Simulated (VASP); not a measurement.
Here is a VASP 6.6.1 calculation.

The input POSCAR:

```
NaI
1.0
    3.9415435151      0.0000000000      0.0000000000
    0.0000000000      3.9415435151      0.0000000000
    0.0000000000      0.0000000000      3.9415435151
Na I
1 1
Direct
    0.0000000000      0.0000000000      0.0000000000
    0.5000000000      0.5000000000      0.5000000000
```

Contents of INCAR.step1:

```
SYSTEM = NaI
ALGO = Normal
EDIFF = 1E-4
ENCUT = 520
GGA = PE
ISMEAR = 0
LASPH = .TRUE.
LCHARG = .FALSE.
LREAL = .FALSE.
LWAVE = .TRUE.
NBANDS = 14
NELM = 100
PREC = Accurate
SIGMA = 0.01
```

INCAR.step2

```
SYSTEM = NaI
ALGO = Normal
EDIFF = 1E-7
ENCUT = 520
ISIF = 2
ISMEAR = 0
ISTART = 1
LASPH = .TRUE.
LCHARG = .FALSE.
LMIXTAU = .TRUE.
LREAL = .FALSE.
LWAVE = .FALSE.
METAGGA = R2SCAN
NBANDS = 14
NELM = 100
PREC = Accurate
SIGMA = 0.01
```

Contents of KPOINTS:

```
k-points
0
G
  6 6 6
  0 0 0
```

Potentials or basis: VASP PAW PBE potentials, release 64 (Na_pv, I).

Launch:

```sh
$ cat potpaw_PBE.64/Na_pv/POTCAR potpaw_PBE.64/I/POTCAR > POTCAR
$ cp INCAR.step1 INCAR
$ mpirun -np 1 vasp_std > vasp.out
$ cp INCAR.step2 INCAR
$ mpirun -np 1 vasp_std > vasp.out
```

Problem. What does it give for the pressure?

Solution. 1.5 GPa.

Problem. Predict the band gap on the k mesh.

Solution. 3.20 eV, direct.

Caveat: the PAW data sets were made with another functional, which shifts forces and pressure a little; spin-orbit coupling is left out, which moves the levels of the heavy elements. A k mesh can miss the band edges.
